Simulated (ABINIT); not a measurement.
# Zr (P-1) in ABINIT: phonons with PBE+D2

Aim: the phonons of Zr with PBE+D2.

All numbers are computed with ABINIT 10.8.3 (patched build); they aren't measurements. Logs are shortened: lines on timing, memory, paths and dates and some standing lists are left out, and cuts for length are marked. The log counts tension as positive stress, the text compression.

## Step 1: The cell of the first run

The typed cell holds 2 atoms: a = 3.270 Å, b = 3.224 Å, c = 5.092 Å, α = 90.13°, β = 90.46°, γ = 119.84°.

## Step 2: Phonons, PBE+D2 (cell strained at random at fixed volume)

Input file run.abi:

```
# Datasets
ndtset 2

# Pseudopotentials
pp_dirpath "./"
pseudos "40_Zr_12_2.0_2.5_pbe_n_v1.0.psp8"

# Structure
acell 6.17920961 6.0921194961 9.6233464218
rprim
     0.9999770919     0.0054607226    -0.0039995145
    -0.5023393427     0.8646698488    -0.0011123482
    -0.0040895791    -0.0036559965     0.9999849544
ntypat 1
znucl 40
natom 2
typat 1 1
chkprim 0
chksymtnons 0
tolsym 1.0e-6
xred
            2/3            1/3            3/4
            1/3            2/3            1/4

# Plane-wave basis
ecut 14.0

# k points
ngkpt 12 12 6
nshiftk 1
shiftk 0.0 0.0 0.0

# Exchange and correlation
ixc 11
vdw_xc 5

# Bands and occupations
nband 20
occopt 6
tsmear 0.1 eV

# SCF cycle
nstep 80

# Output
prteig 0
prtebands 0
prtwf 0
prtden 0
prtpot 0

# Dataset 1: ground state
kptopt1 1
tolvrs1 1.0e-15
prtwf1 1
tolwfr1 1.0e-14
nbdbuf1 4
nline1 6

# Dataset 2: response at q = 0 to atomic displacements
rfphon2 1
rfatpol2 1 2
rfdir2 1 1 1
getwfk2 1
kptopt2 2
nqpt2 1
qpt2 0.0 0.0 0.0
tolvrs2 1.0e-9
```

Input file mrgddb.in:

```
merged_DDB
Zr
2
runo_DS1_DDB
runo_DS2_DDB
```

Input file anaddb.abi:

```
ddb_filepath "merged_DDB"
output_file "anaddb.abo"
outdata_prefix "ana"
asr 2
chneut 0
dipdip 0
dieflag 0
enunit 0
eivec 1
nph1l 1
qph1l 0.0 0.0 0.0 1.0
```

Potentials or basis: SPMS NC PBE v1.0.

Command:

```console
$ abinit run.abi > log 2>&1
$ mrgddb < mrgddb.in > mrgddb.log 2>&1
$ anaddb anaddb.abi > anaddb.log 2>&1
```

run.abo:

```text
.Version 10.8.3 of ABINIT
 DATASET    1 : space group P-1 (#  2); Bravais aP (primitive triclinic)
================================================================================
 Values of the parameters that define the memory need for DATASET  1.
     intxc =       0    ionmov =       0      iscf =       7    lmnmax =       6
     lnmax =       6     mgfft =      36  mpssoang =       3    mqgrid =    3001
     natom =       2  nloc_mem =       1    nspden =       1   nspinor =       1
    nsppol =       1      nsym =       2    n1xccc =    2501    ntypat =       1
    occopt =       6   xclevel =       2
       mpw =         799          nfft =       20736          nkpt =         436
================================================================================
================================================================================

 DATASET    2 : space group P-1 (#  2); Bravais aP (primitive triclinic)
================================================================================
 Values of the parameters that define the memory need for DATASET  2 (RF).
     intxc =       0      iscf =       7    lmnmax =       6     lnmax =       6
     mgfft =      36  mpssoang =       3    mqgrid =    3001     natom =       2
  nloc_mem =       1    nspden =       1   nspinor =       1    nsppol =       1
      nsym =       2    n1xccc =    2501    ntypat =       1    occopt =       6
   xclevel =       2
      nfft =       20736          nkpt =         436
================================================================================
================================================================================

--------------------------------------------------------------------------------
------------- Echo of variables that govern the present computation ------------
--------------------------------------------------------------------------------
 -outvars: echo values of preprocessed input variables --------
            acell      6.1792096100E+00  6.0921194961E+00  9.6233464218E+00 Bohr
              amu      9.12240000E+01
          chkprim           0
      chksymtnons           0
             ecut      1.40000000E+01 Hartree
           getwfk1          0
           getwfk2          1
                       outvar_i_n : Printing only first  50 k-points.
              ixc          11
           jdtset        1    2
                       outvar_i_n : Printing only first  50 k-points.
           kptopt1          1
           kptopt2          2
         kptrlatt       12    0    0      0   12    0      0    0    6
          kptrlen      5.77400785E+01
            natom           2
            nband          20
           nbdbuf1          4
           nbdbuf2          2
           ndtset           2
            ngfft          24      24      36
             nkpt         436
            nline1          6
            nline2          4
             nqpt1          0
[... 231 lines left out ...]
 R(2)= -3.0603113  5.2676720 -0.0067766  G(2)= -0.0010307  0.1892393  0.0006877
 R(3)= -0.0393554 -0.0351829  9.6232016  G(3)=  0.0004136  0.0003740  0.1039186
 Unit cell volume ucvol=  3.1421300E+02 bohr^3
 Angles (23,13,12)=  9.01271512E+01  9.04646111E+01  1.19841454E+02 degrees
 setup1 : take into account q-point for computing boxcut.

 getcut: wavevector=  0.0000  0.0000  0.0000  ngfft=  24  24  36
         ecut(hartree)=     14.000   => boxcut(ratio)=   2.22112

 getcut : COMMENT -
  Note that boxcut > 2.2 ; recall that boxcut=Gcut(box)/Gcut(sphere) = 2
  is sufficient for exact treatment of convolution.
  Such a large boxcut is a waste : you could raise ecut
  e.g. ecut=   17.266872 Hartrees makes boxcut=2

--------------------------------------------------------------------------------

 ==>  initialize data related to q vector <==

 The list of irreducible perturbations for this q vector is:
    1)    idir= 1    ipert=   1
    2)    idir= 2    ipert=   1
    3)    idir= 3    ipert=   1

================================================================================
[... 139 lines left out ...]
 2DEtotal=    0.4656885504E+01 Ha. Also 2DEtotal=    0.126720310161E+03 eV
    (2DErelax=   -2.8341584569E+03 Ha. 2DEnonrelax=    2.8388153424E+03 Ha)
    (  non-var. 2DEtotal :    4.6568859152E+00 Ha)

================================================================================

 ---- first-order wavefunction calculations are completed ----

 ==> Compute Derivative Database <==

  Dynamical matrix, in cartesian coordinates,
   if specified in the inputs, asr has been imposed
     j1       j2             matrix element
  dir pert dir pert     real part    imaginary part

   1    1   1    1         0.0078403836         0.0000000000
   1    1   2    1        -0.0006676668         0.0000000000
   1    1   3    1        -0.0002498390        -0.0000000000
   1    1   1    2        -0.0078403836        -0.0000000000
   1    1   2    2         0.0006676668        -0.0000000000
   1    1   3    2         0.0002498390         0.0000000000
[... 29 lines left out ...]
   3    2   1    1         0.0002498390        -0.0000000000
   3    2   2    1         0.0002147642        -0.0000000000
   3    2   3    1        -0.0502839012        -0.0000000000
   3    2   1    2        -0.0002498390         0.0000000000
   3    2   2    2        -0.0002147642         0.0000000000
   3    2   3    2         0.0502839012         0.0000000000

  Phonon wavevector (reduced coordinates) :  0.00000  0.00000  0.00000
 Phonon energies in Hartree :
   0.000000E+00  0.000000E+00  0.000000E+00  3.019340E-04  3.391986E-04
   7.776889E-04
 Phonon frequencies in cm-1    :
   0.000000E+00  0.000000E+00  0.000000E+00  6.626685E+01  7.444549E+01
   1.706830E+02

== END DATASET(S) ==============================================================
================================================================================

 -outvars: echo values of variables after computation  --------
            acell      6.1792096100E+00  6.0921194961E+00  9.6233464218E+00 Bohr
           etotal1    -1.0200629847E+02
           etotal2     4.6568855043E+00
            fcart1     4.5027878413E-04  5.1873848934E-04  4.9826642562E-05
                      -4.5027878413E-04 -5.1873848934E-04 -4.9826642562E-05
            fcart2     0.0000000000E+00  0.0000000000E+00  0.0000000000E+00
                       0.0000000000E+00  0.0000000000E+00  0.0000000000E+00
            rprim      9.9997709190E-01  5.4607226000E-03 -3.9995145000E-03
                      -5.0233934270E-01  8.6466984880E-01 -1.1123482000E-03
                      -4.0895791000E-03 -3.6559965000E-03  9.9998495440E-01
           strten1    -3.0622158614E-05 -7.3444243764E-05 -1.3671567011E-04
                      -5.8365809098E-06 -6.7062191473E-06  1.9232165261E-05
           strten2     0.0000000000E+00  0.0000000000E+00  0.0000000000E+00
                       0.0000000000E+00  0.0000000000E+00  0.0000000000E+00
           xangst      1.6244461654E+00  9.2711783271E-01  3.8093702473E+00
                       5.1028332821E-03  1.8596521654E+00  1.2663447490E+00
             xred      6.6666666667E-01  3.3333333333E-01  7.5000000000E-01
                       3.3333333333E-01  6.6666666667E-01  2.5000000000E-01
 Calculation completed.
```

Run time: 7.5 min. Hardware: 1 thread of Intel Xeon 6975P-C (Granite Rapids), shared host; peak memory 0.38 GiB.

What came out:

```yaml
Free_energy: -2775.7328 eV
Largest_force: 0.035 eV/Å
Band_gap_on_the_k_mesh: none (metal or under the smearing width)
Highest_phonon_frequency_at_Γ: 171 cm⁻¹
```

Forces in eV/Å, atoms in the order of the input:
```
Zr   0.023  0.027  0.003
Zr  -0.023 -0.027 -0.003
```

Phonon frequencies in cm⁻¹ (negative: imaginary):
```tsv
q point	frequencies
(0.000, 0.000, 0.000)	0 0 0 66 74 171
```
